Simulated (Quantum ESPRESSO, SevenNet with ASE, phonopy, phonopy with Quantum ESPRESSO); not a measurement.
# Volume dependence of the transverse optical Γ mode of rocksalt KF: PBE and SevenNet-0

An 8% increase in the volume of KF lowers its zone-centre optical mode by about a fifth, so the lattice softens much faster than it expands. The mode Grüneisen parameter, $\gamma=-\,d\ln\omega/d\ln V$, measures this sensitivity. It matters to a device group because it enters thermal expansion and the shift of the infrared absorption and static dielectric constant with strain. We follow the triply degenerate transverse optical mode, without the macroscopic field, through a series of fixed volumes. Direct PBE calculations are set against SevenNet-0, a machine-learned potential trained on PBE and PBE+U data. The comparison is therefore between two harmonic, static-lattice descriptions, and it tests whether the potential reproduces the volume response of its parent theory.

## Set-up

One crystal, KF (rocksalt), taken from a measured cell of the Crystallography Open Database (known phase), directly or through a relaxation at another level, and relaxed at each level to its static volume V0; then scaled volumes, with shape and atoms relaxed at fixed volume where symmetry leaves them free. Quantum ESPRESSO 7.5 rows: plane waves at 45 Ry, no spin, finite atomic displacements in 2×2×2 supercells with phonopy 4.10. Machine-learned potentials: finite atomic displacements of 0.04 Å in 3×3×3 supercells with phonopy 4.10. The same in all rows: lowest frequency along the high-symmetry path, interpolated; zero means stable, negative imaginary: 0.0 cm⁻¹.

Notes on method and selection:

- Minus the slope of ln ω against ln V is the mode Grüneisen parameter.
- Harmonic values at the static lattice; measured values carry thermal expansion and anharmonic shifts at their temperature.
- SevenNet-0 is a published machine-learned interatomic potential trained on PBE and PBE+U data; it has no electrons, no dipole term and hence no LO-TO splitting.
- Runs that did not converge, have known faults or may not be shown are not listed, and runs on Ansatz's PAW sets soft_1 and soft_2 are kept to separate tables.

Columns:

- volume (Å³): volume per atom.
- pressure (GPa): static pressure at that volume, compression positive.
- highest Γ mode (cm⁻¹): highest optical mode at the zone centre, without the macroscopic field (no LO-TO term).

## The series

| member | level of theory | volume (Å³) | pressure (GPa) | highest Γ mode (cm⁻¹) |
| --- | --- | --- | --- | --- |
| V/V0 = 0.97 | PBE, GBRV (Quantum ESPRESSO) | 19.070 | 1.10 | 184.1 |
| V/V0 = 0.985 | PBE, GBRV (Quantum ESPRESSO) | 19.365 | 0.58 | 177.2 |
| V/V0 = 1 | PBE, GBRV (Quantum ESPRESSO) | 19.660 | ? | ? |
| V/V0 = 1.015 | PBE, GBRV (Quantum ESPRESSO) | 19.955 | −0.34 | 163.9 |
| V/V0 = 1.03 | PBE, GBRV (Quantum ESPRESSO) | 20.250 | −0.74 | 157.4 |
| V/V0 = 1.05 | PBE, GBRV (Quantum ESPRESSO) | 20.643 | −1.22 | 149.0 |
| V/V0 = 0.97 | SevenNet-0 | 19.329 | 0.84 | 168.4 |
| V/V0 = 0.985 | SevenNet-0 | 19.628 | 0.40 | 160.7 |
| V/V0 = 1 | SevenNet-0 | 19.927 | 0.00 | 153.4 |
| V/V0 = 1.015 | SevenNet-0 | 20.226 | ? | ? |
| V/V0 = 1.03 | SevenNet-0 | 20.525 | −0.69 | 140.2 |
| V/V0 = 1.05 | SevenNet-0 | 20.924 | −1.10 | 132.5 |

Cells marked ? are withheld until the estimate has been made.

Least-squares fits to the members shown, with x = volume (Å³); R² and errors in the fitted variable (y, or ln y where the fit is in ln y):

| y | level of theory | members | fit | R² | rms residual | leave-one-out rms | the same for the mean of the others |
| --- | --- | --- | --- | --- | --- | --- | --- |
| highest Γ mode (cm⁻¹) | PBE, GBRV (Quantum ESPRESSO) | 5 | ln y = 13.0653 − 2.66198 ln x | 1.00 | 0.0019 | 0.0037 | 0.096 |
| highest Γ mode (cm⁻¹) | SevenNet-0 | 5 | ln y = 14.0981 − 3.02950 ln x | 1.00 | 6.6×10⁻⁴ | 0.0013 | 0.11 |

## Why the values move as they do

At both levels the mode falls at every step of expansion shown. The fits give $\gamma$ = 2.66 for PBE and 3.03 for SevenNet-0. The difference, 3.03 − 2.66 = 0.37, is far larger than the scatter about either fit, so the two levels do not agree.

The disagreement is largest under compression. Between the two smallest volumes, PBE gives ln(184.1 / 177.2) / ln(19.365 / 19.070) = 2.49 and SevenNet-0 gives ln(168.4 / 160.7) / ln(19.628 / 19.329) = 3.05. Between the two largest, the values are ln(157.4 / 149.0) / ln(20.643 / 20.250) = 2.85 and ln(140.2 / 132.5) / ln(20.924 / 20.525) = 2.93. The PBE parameter thus grows with volume, while that of the potential stays near 3.

The softening follows from a balance of forces in an ionic crystal, $\mu\omega^2 = k - C/V$. Here $\mu$ is the reduced mass, $k$ the stiffness from short-range repulsion, and $C/V$ the opposing Coulomb term. Repulsion fades quickly as the ions separate, the Coulomb term only slowly, so their difference shrinks faster than either. As the cancellation becomes more complete, $\gamma$ should rise, as it does in PBE. SevenNet-0 has no explicit dipole term and must imitate both parts with learned forces, which may be why it misses this rise.

The potential is also softer at nearly equal volume: 153.4 cm⁻¹ at 19.927 Å³, against 163.9 cm⁻¹ at 19.955 Å³ in PBE, a gap of 10.5 cm⁻¹. Its larger reference volume therefore explains only part of the mean offset of 16.5 cm⁻¹ at equal $V/V_0$.

For volume derivatives we would take PBE over the potential, remembering that PBE usually makes alkali halides somewhat too large and their optical modes too soft. The pressures on either side of the PBE reference volume, 0.58 and −0.34 GPa, suggest that it is not exactly at zero pressure. This does not affect $\gamma$, which uses the actual volumes.

## A prediction

Plain estimates from the members shown:

- V/V0 = 1.015 (SevenNet-0), fit at x = 20.226: 146.7 cm⁻¹
- V/V0 = 1.015 (SevenNet-0), geometric interpolation between V/V0 = 1 and V/V0 = 1.03: w = (20.226 − 19.927) / (20.525 − 19.927) = 0.500, so 153.4 × (140.2 / 153.4)^0.500 = 146.7 cm⁻¹
- V/V0 = 1.015 (SevenNet-0), from its own PBE, GBRV (Quantum ESPRESSO) value plus the mean shift SevenNet-0 − PBE, GBRV (Quantum ESPRESSO) over the other 4 members (−16.5, standard deviation 0.53): 163.9 − 16.5 = 147.4 cm⁻¹
- V/V0 = 1 (PBE, GBRV (Quantum ESPRESSO)), fit at x = 19.660: 170.1 cm⁻¹
- V/V0 = 1 (PBE, GBRV (Quantum ESPRESSO)), geometric interpolation between V/V0 = 0.985 and V/V0 = 1.015: w = (19.660 − 19.365) / (19.955 − 19.365) = 0.500, so 177.2 × (163.9 / 177.2)^0.500 = 170.4 cm⁻¹
- V/V0 = 1 (PBE, GBRV (Quantum ESPRESSO)), from its own SevenNet-0 value plus the mean shift PBE, GBRV (Quantum ESPRESSO) − SevenNet-0 over the other 4 members (+16.5, standard deviation 0.53): 153.4 + 16.5 = 169.9 cm⁻¹

Symmetry fixes the atomic positions, so no internal relaxation can put a kink in the curve, and interpolation within each level is the natural route. The power-law fit ignores the drift of $\gamma$, and the offset between levels varies by about 0.5 cm⁻¹.

We interpolate geometrically between the nearest pair of volumes, then between the next pair out. The curvature error scales with the product of the distances to the two end points. If $r$ is the ratio of these products, outer to inner, the corrected value is $\omega_{in}+(\omega_{in}-\omega_{out})/(r-1)$.

For SevenNet-0 at $V/V_0$ = 1.015, the inner pair gives 153.4 × (140.2 / 153.4)^0.500 = 146.65. For the outer pair, w = (20.226 − 19.628) / (20.924 − 19.628) = 0.4614, so 160.7 × (132.5 / 160.7)^0.4614 = 147.01. With $r$ = (0.598 × 0.698) / (0.299 × 0.299) = 4.67, the corrected value is 146.65 + (146.65 − 147.01) / (4.67 − 1) = 146.55 cm⁻¹.

For PBE at $V/V_0$ = 1, both pairs are symmetric about the target. The inner gives 177.2 × (163.9 / 177.2)^0.500 = 170.42 and the outer 184.1 × (157.4 / 184.1)^0.500 = 170.23. The outer distances are twice the inner ones, so $r$ = 4, and 170.42 + (170.42 − 170.23) / 3 = 170.48 cm⁻¹.

We tried the route on two shown members. For SevenNet-0 at $V/V_0$ = 1, the inner pair has w = (19.927 − 19.628) / (20.525 − 19.628) = 0.3333 and gives 160.7 × (140.2 / 160.7)^0.3333 = 153.55. The outer has w = (19.927 − 19.329) / (20.924 − 19.329) = 0.3749 and gives 168.4 × (132.5 / 168.4)^0.3749 = 153.92. With $r$ = (0.598 × 0.997) / (0.299 × 0.598) = 3.33, the result is 153.55 + (153.55 − 153.92) / (3.33 − 1) = 153.39, against 153.4 cm⁻¹. For PBE at $V/V_0$ = 1.015, the inner pair has w = (19.955 − 19.365) / (20.250 − 19.365) = 0.6667 and gives 177.2 × (157.4 / 177.2)^0.6667 = 163.74. The outer has w = (19.955 − 19.070) / (20.643 − 19.070) = 0.5626 and gives 184.1 × (149.0 / 184.1)^0.5626 = 163.44. With $r$ = (0.885 × 0.688) / (0.590 × 0.295) = 3.50, the result is 163.74 + (163.74 − 163.44) / (3.50 − 1) = 163.86, against 163.9 cm⁻¹. These misses are within the printed rounding. With only two tests, we set the error at one printed step, 0.1 cm⁻¹.

**Committed estimate, V/V0 = 1.015 (SevenNet-0): highest Γ mode = 146.6 ± 0.1 cm⁻¹.**  
**Committed estimate, V/V0 = 1 (PBE, GBRV (Quantum ESPRESSO)): highest Γ mode = 170.5 ± 0.1 cm⁻¹.**

## Result

| member | level of theory | volume (Å³) | pressure (GPa) | highest Γ mode (cm⁻¹) |
| --- | --- | --- | --- | --- |
| V/V0 = 1 | PBE, GBRV (Quantum ESPRESSO) | 19.660 | 0.10 | 170.5 |
| V/V0 = 1.015 | SevenNet-0 | 20.226 | −0.36 | 146.6 |

| member | estimate | highest Γ mode (cm⁻¹) | computed | estimate − computed | miss in error bars |
| --- | --- | --- | --- | --- | --- |
| V/V0 = 1.015 (SevenNet-0) | committed | 146.6 | 146.6 | 0.0 | 0.0 |
| V/V0 = 1.015 (SevenNet-0) | fit | 146.7 | 146.6 | +0.1 |  |
| V/V0 = 1.015 (SevenNet-0) | interpolation | 146.7 | 146.6 | +0.1 |  |
| V/V0 = 1.015 (SevenNet-0) | shift from PBE, GBRV (Quantum ESPRESSO) | 147.4 | 146.6 | +0.8 |  |
| V/V0 = 1 (PBE, GBRV (Quantum ESPRESSO)) | committed | 170.5 | 170.5 | 0.0 | 0.0 |
| V/V0 = 1 (PBE, GBRV (Quantum ESPRESSO)) | fit | 170.1 | 170.5 | −0.4 |  |
| V/V0 = 1 (PBE, GBRV (Quantum ESPRESSO)) | interpolation | 170.4 | 170.5 | −0.1 |  |
| V/V0 = 1 (PBE, GBRV (Quantum ESPRESSO)) | shift from SevenNet-0 | 169.9 | 170.5 | −0.6 |  |

Both estimates agree with the computed values to the printed digit, 146.6 cm⁻¹ for SevenNet-0 and 170.5 cm⁻¹ for PBE. Plain interpolation missed each by only 0.1 cm⁻¹, so the curvature correction gained little. It mattered more against the power-law fit, which is 0.4 cm⁻¹ too low for PBE because it assumes a constant $\gamma$.

Carrying a constant offset from one level to the other did worst, with misses of 0.8 and 0.6 cm⁻¹. The offset is 184.1 − 168.4 = 15.7 cm⁻¹ at the smallest volume ratio, but 170.5 − 153.4 = 17.1 and 163.9 − 146.6 = 17.3 cm⁻¹ at the two ratios that were withheld.

Equal ratios are not equal states here. We took the PBE reference volume for the static minimum, and it is not. Of the six PBE energies, the lowest belongs to $V/V_0$ = 1.015, and the minimum lies close to the SevenNet-0 reference volume. The larger reference volume that we ascribed to the potential is thus mostly a PBE cell left too small. Of the 17.1 cm⁻¹ at $V/V_0$ = 1, about 170.5 − 163.9 = 6.6 cm⁻¹ comes from that smaller cell. The other 163.9 − 153.4 = 10.5 cm⁻¹ separates the levels at nearly equal volume.

The slope of the energies also shows that the PBE pressures in the tables are too low, by nearly the same amount throughout and by more than the 0.10 GPa printed at $V/V_0$ = 1. An incomplete plane-wave basis shifts the stress in this way, but the series has no higher cutoff to confirm it.

The success of interpolation shows that the curves are smooth, not what causes the softening. The completed PBE series does fit the picture of repulsion increasingly cancelled by the Coulomb term: $\gamma$ rises from one interval to the next. Between the values already given for the two end intervals lie ln(177.2 / 170.5) / ln(19.660 / 19.365) = 2.55, ln(170.5 / 163.9) / ln(19.955 / 19.660) = 2.65 and ln(163.9 / 157.4) / ln(20.250 / 19.955) = 2.76.

## Members off the line

Least-squares fits to the whole series, with x = volume (Å³); R² and errors in the fitted variable (y, or ln y where the fit is in ln y):

| y | level of theory | members | fit | R² | rms residual | leave-one-out rms | the same for the mean of the others |
| --- | --- | --- | --- | --- | --- | --- | --- |
| highest Γ mode (cm⁻¹) | PBE, GBRV (Quantum ESPRESSO) | 6 | ln y = 13.0791 − 2.66647 ln x | 1.00 | 0.0020 | 0.0036 | 0.085 |
| highest Γ mode (cm⁻¹) | SevenNet-0 | 6 | ln y = 14.1017 − 3.03075 ln x | 1.00 | 6.7×10⁻⁴ | 0.0012 | 0.097 |

Largest departures from the fit to the whole series:

| member | level of theory | highest Γ mode (cm⁻¹) | fit | computed − fit | computed / fit | in rms residuals (of ln y) |
| --- | --- | --- | --- | --- | --- | --- |
| V/V0 = 1.05 | SevenNet-0 | 132.5 | 132.4 | +0.1 | 1.00 | 1.6 |
| V/V0 = 1.05 | PBE, GBRV (Quantum ESPRESSO) | 149.0 | 149.4 | −0.4 | 1.00 | 1.4 |
| V/V0 = 0.97 | PBE, GBRV (Quantum ESPRESSO) | 184.1 | 184.6 | −0.5 | 1.00 | 1.3 |
| V/V0 = 1.03 | SevenNet-0 | 140.2 | 140.3 | −0.1 | 1.00 | 1.2 |

No member stands out: the largest departure from either fit is 1.6 rms residuals. The two end members of the PBE series lie 0.5 and 0.4 cm⁻¹ below their fit, as expected when a single power law is drawn through a series whose $\gamma$ rises with volume. The SevenNet-0 departures of 0.1 cm⁻¹ are at the level of the printed rounding.

## What to take away

The levels give different $\gamma$ at nearly equal volume. For such small steps, the ratio of logarithms can be replaced by differences over sums. Around 19.955 Å³, PBE gives (170.5 − 157.4) / (170.5 + 157.4) × (20.250 + 19.660) / (20.250 − 19.660) = 2.70. Around 19.927 Å³, SevenNet-0 gives (160.7 − 146.6) / (160.7 + 146.6) × (20.226 + 19.628) / (20.226 − 19.628) = 3.06.

The gap narrows on expansion but stays open. Between 20.250 and 20.643 Å³ the PBE value is 2.85. At similar volumes, SevenNet-0 gives (146.6 − 140.2) / (146.6 + 140.2) × (20.525 + 20.226) / (20.525 − 20.226) = 3.04. The two last intervals, with 2.85 and 2.93, match more closely only because they set PBE against a more expanded SevenNet-0 crystal.

One difference in method remains. The atoms were displaced further for SevenNet-0 (0.04 Å) than for PBE, and the series does not repeat either level with the other's displacement. How much this adds to the differences in frequency and $\gamma$ is therefore untested.

Strain estimates should start from the PBE energy minimum, so we centre them on the member nearest to it, $V/V_0$ = 1.015. There a 1% volume increase lowers the mode by about 0.01 × 19.955 × (170.5 − 157.4) / (20.250 − 19.660) = 4.4 cm⁻¹. In terms of pressure, the PBE slope is (170.5 − 157.4) / (0.10 + 0.74) = 16 cm⁻¹ per GPa. The nearly constant error of the PBE pressures largely drops out of this difference, but the printed pressures should not be used to find the volume at zero pressure. A further member at either level, with at least two computed volumes on each side, can be interpolated to about 0.1 cm⁻¹.

These figures apply to the transverse mode. The macroscopic field, left out here, raises the longitudinal mode above it, so neither the frequencies nor $\gamma$ should be carried over to that mode.
